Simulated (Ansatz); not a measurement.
**AlN under changes of volume**

One of the cells (10.417 Å³/atom); the others are scaled copies at fixed shape and fractional positions:

```
Al N
1.0
     0.00000    2.18399    2.18399
     2.18399    0.00000    2.18399
     2.18399    2.18399    0.00000
Al N
1 1
Direct
  0.00000 0.00000 0.00000
  0.25000 0.25000 0.25000
```

Measurements of this composition are mostly on another form, of space group No. 186.

- Program: Ansatz 0.2.0
- Functional: PBEsol0
- Potentials or basis: Ansatz PAW
- Cutoff: 420 eV (not typed: the program's choice for these potentials)
- k mesh: 5 × 5 × 5
- Occupations: fermi-dirac, width 0.05 eV
- Spin: no spin polarisation

```csv
volume (Å³/atom),energy over the lowest point (meV/atom),pressure (GPa),gap on the mesh (eV)
9.792,16.24,11.4,5.92
10.001,4.86,6.2,5.89
10.209,0.00,1.4,5.86
10.417,?,?,?
10.626,7.44,-6.9,5.79
10.834,18.76,-10.5,5.76
11.042,34.35,-13.7,5.69
```

Q: What does the run at 10.417 Å³/atom give?

A: Energy over the lowest point 0.93 meV/atom; pressure -2.9 GPa; gap on the mesh 5.82 eV.

Worked out: A Birch-Murnaghan fit of order 3 (a polynomial in V^(-2/3)) to the other rows has its minimum at 10.27 Å³/atom with B0 = V·E''(V) = 217 GPa and B' = 3.8. It gives 1.05 meV/atom at 10.417 Å³/atom, against the run's 0.93, and -dE/dV = -2.9 GPa, against -2.9. A parabola through the other rows of the gap, of slope -1.84 eV per unit of ln V there, gives 5.83 eV, against the run's 5.82.

Energies are extrapolated to zero smearing.

Caveats: all runs use coarse meshes; odd divisions of the mesh miss points on the zone boundary, where band edges often lie, so the gap on the mesh can be too wide; the PAW data sets come from PBE, with cores solved anew for the run's functional, which leaves a small shift of forces and pressure; the thresholds are loose for stress.

A mesh can miss the band edges.
